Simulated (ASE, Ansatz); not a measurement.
**Localised basis functions on CdS(110) slab, H on both faces (240 atoms)**

Aim: test how closely localised support functions follow the reference on CdS(110) slab, H on both faces (240 atoms), and at what cost. A setting counts as converged where the r.m.s. difference of forces stays under 1 % of the r.m.s. force.

Method: Kohn-Sham DFT, PBE, PAW (set soft_2), plane waves, in Ansatz 0.2.0.

**1. The starting structure**

The cell holds 240 atoms: 90 Cd, 90 S and 60 H. Its edges and angles: a = 20.570 Å, b = 17.454 Å, c = 25.061 Å, α = 90.0°, β = 90.0°, γ = 90.0°. It derives from CdS (zinc-blende). Zinc-blende CdS (a = 5.818 Å), (110) slab of 6 atomic planes, 5 x 3 surface cells, H on the broken bonds of both faces, 12 Å of vacuum; displaced by a Gaussian of 0.02 Å. Regions: slab, 180 atoms (90 Cd and 90 S); hydrogen, 60 atoms (60 H). Vacuum lies along c.

What the set-up can't give: Caps of real hydrogen don't mimic the fractional bonds of a polar compound, so surface states and strained caps may belong to the model. Beside vacuum, support functions can miss their usual error bounds without a warning. Sampling is at Γ alone, for a cell whose shortest periodic width is 17 Å.

**2. Plane-wave single point**

The first run fixes the reference, at a cutoff of 420 eV.

The input, input.yaml:

```yaml
crystal:
  lattice:
    - [20.56974, 0.0, 0.0]
    - [0.0, 17.454, 0.0]
    - [0.0, 0.0, 25.06096]
  atoms:
    - { symbol: Cd, position: [0.89885, 0.18151, 0.29426] }
    - { symbol: S, position: [0.00035, 0.09863, 0.29616] }
    - { symbol: Cd, position: [0.00013, 0.01224, 0.37595] }
    - { symbol: S, position: [0.90043, 0.26482, 0.37771] }
    - { symbol: Cd, position: [0.90053, 0.18002, 0.46006] }
    - { symbol: S, position: [0.00163, 0.09915, 0.45839] }
    - { symbol: Cd, position: [0.00062, 0.01297, 0.54157] }
    - { symbol: S, position: [0.89988, 0.26374, 0.54087] }
    - { symbol: Cd, position: [0.90082, 0.18074, 0.62332] }
    - { symbol: S, position: [0.99969, 0.09826, 0.62212] }
    - { symbol: Cd, position: [0.99719, 0.01143, 0.70555] }
    - { symbol: S, position: [0.89836, 0.26424, 0.7043] }
    - { symbol: Cd, position: [0.09824, 0.18156, 0.29454] }
    - { symbol: S, position: [0.19972, 0.09739, 0.29534] }
    - { symbol: Cd, position: [0.19988, 0.01418, 0.37475] }
    - { symbol: S, position: [0.09751, 0.26422, 0.37721] }
    - { symbol: Cd, position: [0.10021, 0.17911, 0.45771] }
    - { symbol: S, position: [0.20051, 0.09729, 0.45842] }
    - { symbol: Cd, position: [0.20072, 0.01252, 0.54092] }
    - { symbol: S, position: [0.09941, 0.26226, 0.54099] }
    - { symbol: Cd, position: [0.09961, 0.18074, 0.62278] }
    - { symbol: S, position: [0.2013, 0.09767, 0.62356] }
    - { symbol: Cd, position: [0.19961, 0.01506, 0.70276] }
    - { symbol: S, position: [0.09902, 0.26408, 0.70569] }
    - { symbol: Cd, position: [0.89986, 0.51319, 0.29557] }
    - { symbol: S, position: [0.99938, 0.4289, 0.29496] }
    - { symbol: Cd, position: [0.99971, 0.34671, 0.37633] }
    - { symbol: S, position: [0.89984, 0.59645, 0.37562] }
    - { symbol: Cd, position: [0.90169, 0.51487, 0.45834] }
    - { symbol: S, position: [0.9993, 0.43243, 0.45753] }
    - { symbol: Cd, position: [0.00166, 0.34747, 0.54069] }
    - { symbol: S, position: [0.9001, 0.59714, 0.53963] }
    [... 202 atom lines left out ...]
    - { symbol: H, position: [0.5999, 0.73629, 0.76071] }
    - { symbol: H, position: [0.49998, 0.88715, 0.74762] }
    - { symbol: H, position: [0.7003, 0.90226, 0.23912] }
    - { symbol: H, position: [0.80026, 0.71935, 0.25204] }
    - { symbol: H, position: [0.80122, 0.73561, 0.76048] }
    - { symbol: H, position: [0.69893, 0.88568, 0.75018] }
kpoints:
  mp_grid: { grid: [1, 1, 1] }
hamiltonian:
  xc: pbe
scf:
  occupations: { method: fermi_dirac, width: 0.025 }
output:
  forces: true
  populations: true
  dos:
    method: { smearing: { sigma: 0.08 } }
    de: 0.1
    projected:
      site_lists:
        Cd: [Cd]
        H: [H]
        S: [S]
        hydrogen: [180, 181, 182, 183, 184, 185, 186, 187, 188, 189, 190, 191, 192, 193, 194, 195, 196, 197, 198, 199, 200, 201, 202, 203, 204, 205, 206, 207, 208, 209, 210, 211, 212, 213, 214, 215, 216, 217, 218, 219, 220, 221, 222, 223, 224, 225, 226, 227, 228, 229, 230, 231, 232, 233, 234, 235, 236, 237, 238, 239]
  eigenvalues: true
```

On the command line:

```
> ansatz run input.yaml --threads 32 --pin off --max-ram 92160MiB --backend cuda --events-out ev --progress --plain --runs-dir out --max-vram 78GiB
```

Numbers of over 12 decimals in the logs are rounded to 6 here.

What it wrote:

```text
Engine: ansatz 0.2.0, aarch64-unknown-linux-gnu
Pseudopotentials: kind: paw
Pseudopotential: Cd, paw, valence charge 20, recommended cutoff 420 eV (normal), Cd.paw.azcp
Pseudopotential: S, paw, valence charge 6, recommended cutoff 420 eV (normal), S.paw.azcp
Pseudopotential: H, paw, valence charge 1, recommended cutoff 420 eV (normal), H.paw.azcp
[... 5 lines on functional and potentials left out ...]
device memory: the entry about to start is reckoned to put 26.3 GiB on a device that reports 156.2 GiB free (of which the cap on the GPU budget leaves the run 78.0 GiB)
GPU FFT provider: cuFFT
GPU libraries: cuBLAS 13.8.1, cuFFT 12.4.0, cuSOLVER 12.3.2
GPU matrix products: emulated (plane waves: as basis.precision tells), large ones in fixed point in workspaces of 1.00 GiB
Crystal: 240 atoms, lattice volume = 8997.492 Å³
Basis set: ecut = 420 eV, 175885 PW (Γ), exchange–correlation on 288×240×360 points (8 copies of the dense FFT grid, shifted against one another)
Bands: 1440, of which v1, the nominal top of the filled ones, is band 1200 counted from 1 (1199 counted from 0)
Symmetry: 1 space group operations
Space group: P1 (ITA 1), of the structure as read, at distance tolerance 2.1e-4 Å
k-points: 1
[... 7 lines on functional and potentials left out ...]
Initial density: superposition of atomic densities (neutral atoms: chi_scale 0, normalization atom), corrected by the library's trained network
Initial wavefunctions: pseudopotential atomic-orbital guess
GPU buffer pool allocated for 3110400 grid points (all kernels)
GPU transforms: local potential and band sums: pruned to the plane-wave sphere, on 144×120×180
Functional: x = pbe(κ = 0.804, μ = 0.219515), c = pbe(β = 0.066725)
SCF iter   1: F=—  HF=-825110.354011 eV  |F-HF|=—  |Δ(HF+E_count)|=         —  Δρ=1.61e-3  dr2=1.98e0  ethr=1.77e-3  ⟨swp⟩=7.0  Hψ=5841  notcnv=0  defer=138
preconditioner: auto → Resta (q_TF=auto, 2.189 Å⁻¹)  ε∞=3.1  [insulator: Δε(μ)=1.739 eV  Ē_g=11.119 eV  σ=0.025 eV  W_gap=1.00  n_scr=1594 (ndim 8)  ℏωp=16.0 eV  f_vac=0.463  D(μ)=0.00/eV (n_scr^D=0)  ε∞_Penn≈3.1  vacuum switching on, ρ_ref=9.0e-3 e/Å³]
SCF iter   2: F=—  HF=-825109.960810 eV  |F-HF|=—  |Δ(HF+E_count)|=   3.93e-1  Δρ=9.34e-4  dr2=1.31e-1  ethr=8.26e-5  ⟨swp⟩=3.0  Hψ=1869  notcnv=0  defer=232
SCF iter   3: F=—  HF=-825109.992876 eV  |F-HF|=—  |Δ(HF+E_count)|=   3.21e-2  Δρ=4.61e-4  dr2=2.54e-2  ethr=5.44e-6  ⟨swp⟩=2.0  Hψ=1673  notcnv=0  defer=232
SCF iter   4: F=—  HF=-825110.026933 eV  |F-HF|=—  |Δ(HF+E_count)|=   3.41e-2  Δρ=1.02e-4  dr2=1.44e-3  ethr=1.06e-6  ⟨swp⟩=2.0  Hψ=2048  notcnv=0  defer=232
SCF iter   5: F=—  HF=-825109.969663 eV  |F-HF|=—  |Δ(HF+E_count)|=   5.73e-2  Δρ=3.65e-5  dr2=1.73e-4  ethr=6.00e-8  ⟨swp⟩=2.0  Hψ=1970  notcnv=0  defer=232
SCF iter   6: F=—  HF=-825110.064168 eV  |F-HF|=—  |Δ(HF+E_count)|=   9.45e-2  Δρ=1.40e-5  dr2=2.82e-5  ethr=7.22e-9  ⟨swp⟩=2.0  Hψ=2279  notcnv=0  defer=232
SCF iter   7: F=—  HF=-825110.063663 eV  |F-HF|=—  |Δ(HF+E_count)|=   5.05e-4  Δρ=4.15e-6  dr2=1.99e-6  ethr=1.17e-9  ⟨swp⟩=2.0  Hψ=2047  notcnv=0  defer=232
SCF iter   8: F=—  HF=-825110.063666 eV  |F-HF|=—  |Δ(HF+E_count)|=   2.48e-6  Δρ=1.65e-6  dr2=3.25e-7  ethr=8.30e-11  ⟨swp⟩=2.0  Hψ=2275  notcnv=0  defer=232
SCF iter   9: F=-825110.063666 eV  HF=-825110.063666 eV  |F-HF|=8.73e-9  |Δ(HF+E_count)|=   1.10e-7  Δρ=4.41e-7  dr2=2.47e-8  ethr=4.17e-12  ⟨swp⟩=23.0  Hψ=9578  notcnv=0
SCF 1 converged in 9 iterations: F = -825110.063666 eV  dr2 = 2.47e-8
  greatest PAW one-centre occupation: 1.000 electrons in one spin orbital (limit 2), on the Cd atom at site 106 (counted from 0), in its partial waves of l = 0
SCF converged after 9 iterations
Free energy (F): -825110.063666 eV
Harris-Foulkes:  -825110.063666 eV  (|F-HF|=8.73e-9)
Internal energy: -825110.063666 eV  (E = F + TS)
E sigma→0 (E₀):  -825110.063666 eV
Fermi energy:    1.506472 eV
--- Per-component energies (eV) ---
  E_band       = -61019.222269
  E_kinetic    = 55909.958079
  E_local      = -1873026.032538  (includes V_loc(G=0)·N_el)
  E_nonlocal   = 5654.939147
  E_hartree    = 914010.272244
  E_xc         = -25196.216515
  E_vxc        = -28523.459500  (∫ρ·V_xc dr)
  E_paw        = -421537.648946  (= ΣΔE_a)
  E_vpaw       = -49055.181930  (= ΣTr[D̂ρ^β])
  E_aug_tail   = -0.067950  (compensation charges beyond the density's cutoff)
  E_ewald      = 519074.732812
  E_smearing   = -0.000000  (= −TS)
  E_closure    = -0.000000  (closes the sum)
  Σ components = -825110.063666   (vs F -825110.063666, Δ=0.00e0)
--- Forces (eV/Å), atoms counted from 1 ---
[... 240 lines of forces left out ...]
  max |Σ_I F_I| component: 3.51e-5 eV/Å
--- Band table (eV) ---
[... left out ...]
--- Löwdin populations: 240 sites ---
  site symbol       q [e]
[... 240 lines, one an atom, left out ...]
  spilling = 0.008371 (of n_electrons = 2400.000000)
```

Elapsed: 7.1 s, on 1 × NVIDIA GB200 with 32 threads of Arm Neoverse V2, shared host; peak memory 2.9 GiB.

That memory is the host's; the program planned up to 26.3 GiB on the GPU. Forces of this run were stored rounded, and per-atom blocks of the log weren't kept.

Numbers from this run:

```yaml
free_energy: -825110.0637 eV
free_energy_per_atom: -3437.9586 eV/atom
scf_cycles: 9
r_m_s_force_component: 0.4483 eV/Å
longest_force: 3.42 eV/Å
fermi_energy: 1.506 eV
spacing_of_highest_filled_and_lowest_empty_level: 1.562 eV
spilling_of_the_projection: 0.008371
```

Length of the force by element:

```
element  coordination  atoms  mean length of the force (eV/Å)  spread   least  most
     Cd           all     90                            0.570   0.363   0.120  1.52
      H           all     60                            0.664   0.558  0.0126  3.29
      S           all     90                            0.638   0.492  0.0457  3.42
```

Löwdin charges by element (they lack the spilled electrons, 0.084 e an atom on average):

```
element  coordination  atoms  mean charge (e)  spread   least    most
     Cd           all     90             1.26   0.028    1.20    1.29
      H           all     60           -0.147   0.346  -0.500   0.204
      S           all     90           -0.934   0.217   -1.10  -0.614
```

By region:

```
  region  atoms  mean length of the force (eV/Å)
    slab    180                            0.604
hydrogen     60                            0.664
```

States in the cell by windows of 1 eV, zero at the Fermi level; some projections on atomic orbitals stand beside the total:

```
from (eV)  to (eV)  total   Cd d    S p  Cd s   H s   S s
      -18      -15    0.0    0.0    0.0   0.0   0.0   0.0
      -15      -14   58.6    1.8    0.3   2.9   9.2  43.8
      -14      -13   70.4    5.0    0.1   7.4   0.3  57.3
      -13      -12   51.2    4.7    0.0   2.7   0.0  43.5
      -12      -10    0.0    0.0    0.0   0.0   0.0   0.0
      -10       -9    0.1    0.1    0.0   0.0   0.0   0.0
       -9       -8  733.3  687.7   34.0   2.9   5.5   2.3
       -8       -7  166.5  157.1    2.6   1.2   0.9   4.5
       -7       -6   52.1    7.9   26.1   5.9   8.1   3.0
       -6       -5   58.9    2.7   36.5  15.1   2.5   1.3
       -5       -4   86.7    5.5   53.4  19.7   2.6   4.1
       -4       -3  106.6    6.7   86.0   5.0   2.4   2.4
       -3       -2  182.1   11.4  155.4   3.5   3.5   1.5
       -2       -1   79.0    5.3   53.2   2.0  15.2   0.4
       -1        0   34.5    2.0   10.6   1.7  18.4   0.2
        0        1    2.0    0.0    0.2   1.0   0.2   0.4
        1        2   14.1    0.0    2.6   6.9   0.9   2.0
        2        3   72.5    0.1   11.8  27.4   5.8   5.5
        3        4  127.2    0.3   23.5  32.5  14.1   4.0
```

The curve was stored every 0.100 eV, coarse against its broadening of 0.08 eV, so these counts are rough.

The stored curve holds about 1680 of the 2400 electrons; the rest, give or take the few that broadening carries across the Fermi level, lie in deeper levels below its range.

Not all projections were asked for or kept, so they needn't add up to the total.

The levels nearest the highest filled one (over half full), pooled over k-points and spins:

```
level less the highest filled one (eV)  occupation
                                -0.107           2
                               -0.0899           2
                               -0.0651           2
                               -0.0479           2
                               -0.0257           2
                                     0           2
                                  1.56           0
                                  2.38           0
                                  2.39           0
                                  2.46           0
                                  2.47           0
                                  2.57           0
```

Mean Löwdin charges: Cd +1.26, H -0.15, S -0.93 e (they miss 0.84 % of the electrons, so they add up to more than the cell's charge). The largest share in the top eV of filled states is S p (51 % of the projected weight), and in the lowest eV of empty states Cd s (55 % of the projected weight).

**3. Structure statistics**

Bonds and neighbours are counted at the geometry of the runs.

Normalised to the volume that the atoms fill. g(r), total and by pair (bins of 0.2 Å):

```
r (Å)  total  Cd-Cd   Cd-S  Cd-H   S-S   S-H   H-H
 1.20   0.09   0.00   0.00  0.00  0.00  0.49  0.00
 1.40   1.16   0.00   0.00  0.00  0.00  6.15  0.00
 1.60   0.43   0.00   0.00  2.31  0.00  0.00  0.00
 1.80   0.35   0.00   0.00  1.88  0.00  0.00  0.00
 2.00   0.00   0.00   0.00  0.00  0.00  0.00  0.00
 2.20   0.00   0.00   0.00  0.00  0.00  0.00  0.00
 2.40   1.06   0.00   3.79  0.00  0.00  0.00  0.00
 2.60   2.83   0.00  10.09  0.00  0.00  0.00  0.00
 2.80   0.00   0.00   0.00  0.00  0.00  0.00  0.00
 3.00   0.00   0.00   0.00  0.00  0.00  0.00  0.00
 3.20   0.67   0.00   0.00  3.43  0.00  0.00  0.45
 3.40   0.80   0.00   0.00  0.04  0.00  2.23  6.00
 3.60   0.14   0.00   0.00  0.00  0.00  0.74  0.00
 3.80   0.31   0.00   0.00  0.00  0.00  0.00  4.92
 4.00   1.40   4.50   0.00  0.00  4.72  0.02  1.52
 4.20   3.38   9.68   0.00  0.94  9.45  1.82  2.73
 4.40   0.88   0.00   0.00  2.63  0.00  2.08  0.00
 4.60   0.03   0.00   0.00  0.16  0.00  0.00  0.00
 4.80   2.79   0.00   9.91  0.00  0.00  0.00  0.00
 5.00   0.10   0.00   0.04  0.47  0.00  0.00  0.00
 5.20   0.45   0.00   0.00  0.86  0.00  1.54  0.00
 5.40   0.20   0.00   0.00  0.01  0.00  1.04  0.00
 5.60   0.22   0.00   0.00  1.16  0.00  0.00  0.00
 5.80   1.05   3.26   0.00  0.00  3.29  0.00  2.12
 6.00   0.20   0.05   0.00  0.99  0.02  0.00  0.00
 6.20   0.16   0.00   0.56  0.00  0.00  0.03  0.00
 6.40   1.56   0.00   4.81  0.26  0.00  0.86  0.00
 6.60   0.51   0.00   0.00  1.34  0.00  1.15  0.70
```

Bonds by pair of elements; cutoffs follow the first minimum of g(r), held within bounds set by covalent radii, and pairs that aren't listed don't count as bonded:

```
pair A-B  cutoff (Å)  bonds  mean length (Å)  spread (Å)  shortest (Å)  B about A  A about B
    Cd-S        2.98    330             2.52       0.029          2.43       3.67       3.67
    Cd-H        2.12     30             1.70       0.029          1.64      0.333        0.5
     S-H         1.7     30             1.34       0.036          1.25      0.333        0.5
```

How many atoms have how many bonded neighbours:

```
element  mean   1   4
     Cd     4   0  90
      H     1  60   0
      S     4   0  90
```

Bond angles, per cent of each kind in bins of 5°:

```
angle (°)  Cd-S-Cd  S-Cd-S  Cd-S-H  H-Cd-S
  105–110     66.2    70.0    65.6    64.4
  110–115     33.8    30.0    34.4    35.6
```

Bond angles (no mean is given where the spread exceeds 20°):

```
  angle  count  mean (°)  spread (°)
Cd-S-Cd    450       110         1.1
 S-Cd-S    450       110         1.1
 Cd-S-H     90       109         1.6
 H-Cd-S     90       110         1.3
```

First main peaks of g(r), for some of the pairs, lie near 4.11 Å (Cd-Cd), 2.52 Å (Cd-S), 1.69 Å (Cd-H), 4.11 Å (S-S), 1.34 Å (S-H) and 3.34 Å (H-H). With the cutoffs above, all Cd atoms have 4, all H atoms have 1 and all S atoms have 4 bonded neighbours. The Cd-S-Cd angle averages 110° with a spread of 1.1°.

(Continued in part 2 of 2.)

[Logs are printed without paths, hosts, clocks, repeated set-up lines and the standing remarks that a program may print on its own settings, such as how far it seeks lower states.]

[Hosts, paths, dates, database ids (printed as entryN), source tags and the programs' standing remarks are cut or masked in the printed files.]
